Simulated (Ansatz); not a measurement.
## As: energy change per atom and pressure as volume scale varies

All results are calculated (Ansatz 0.2.0). Plane-wave DFT, scalar-relativistic PAW made under PBE with cores redone for the functional, no dispersion; the given relaxed cell is scaled uniformly, energy at zero smearing counts from the unscaled cell, pressure at the given Fermi-Dirac smearing is positive in compression.

The cell before it is scaled or strained (space group P6_3/mmc, No. 194):
```
CELL_PARAMETERS angstrom
2.98950 0.00000 0.00000
-1.49470 2.58900 0.00000
0.00000 0.00000 10.11770
ATOMIC_POSITIONS crystal
As 0.00000 0.00000 0.00000
As 0.00000 0.00000 0.50000
As 0.33333 0.66667 0.25000
As 0.66667 0.33333 0.75000
```

Settings of every row: spin polarised no; functional revPBE; wave cutoff 420 eV; smearing width 0.1 eV; k mesh 14x14x4.

Atom starting moment: 0 on all atoms.

Limits: the cell comes from a prototype or a list of computed structures and needn't be the stable phase.

| row | volume scale | V (Å³/atom) | energy change per atom (meV) | pressure (GPa) |
| --- | --- | --- | --- | --- |
| 1 | 0.88 | 17.228 | 81.68 | 12.82 |
| 2 | 0.92 | 18.011 | ? | ? |
| 3 | 0.96 | 18.794 | 7.16 | 3.31 |
| 4 | 1.04 | 20.36 | 7.75 | -2.82 |
| 5 | 1.08 | 21.143 | 27.58 | -5.03 |
| 6 | 1.12 | 21.927 | 57.14 | -6.8 |

Question: what energy change per atom and pressure should row 2 give?

Worked fit of energy change per atom. Take u = (V_r/V)^(2/3) − 1 with V_r = 20.36 Å³ an atom, which is twice the finite (Eulerian) strain; such expansions in the strain, on which the Birch-Murnaghan equation of state is built, carry the rest volume and the bulk modulus. The shown rows have u = 0.11779, 0.05481, 0, -0.02484, -0.04823. Least squares give energy change per atom = 7.538 − 550.175 × u + 10008.14 × u² meV; a straight line predicts inner rows, each left out in turn, worse (root mean square 33 against 0.48 meV). The rows lie off it by 0.09, -0.29, 0.21, 0.20, -0.21 (root mean square 0.21 meV). The withheld row has u = 0.08516, so the fit gives 7.538 − 550.175 × (0.08516) + 10008.14 × (0.08516)² = 33.27 meV.

The calculation gave 32.82 meV. The fit lies 0.45 meV (1.4 % of the value, 0.6 % of the column's range) above it; its largest miss of a shown row is 0.29 meV.

Worked fit of pressure. Take u = (V_r/V)^(2/3) − 1 with V_r = 20.36 Å³ an atom, which is twice the finite (Eulerian) strain; such expansions in the strain, on which the Birch-Murnaghan equation of state is built, carry the rest volume and the bulk modulus. The shown rows have u = 0.11779, 0.05481, 0, -0.02484, -0.04823. Least squares give pressure = −2.857 + 96.206 × u + 312.16 × u² GPa; a straight line predicts inner rows, each left out in turn, worse (root mean square 1 against 0.074 GPa). The rows lie off it by 0.01, -0.04, 0.04, 0.02, -0.03. The pressure vanishes at u = 0.0273, or V = 19.55 Å³ an atom, and there the bulk modulus at fixed shape and fractions is B = −V dP/dV = (2/3)(1 + u) dP/du = 77.6 GPa. Letting shape and atoms relax would as a rule lower it, by much in layered, chain or molecular crystals. The withheld row has u = 0.08516, so the fit gives −2.857 + 96.206 × (0.08516) + 312.16 × (0.08516)² = 7.60 GPa.

The calculation gave 7.53 GPa. The fit lies 0.07 GPa (0.36 % of the column's range) above it; its largest miss of a shown row is 0.04 GPa.
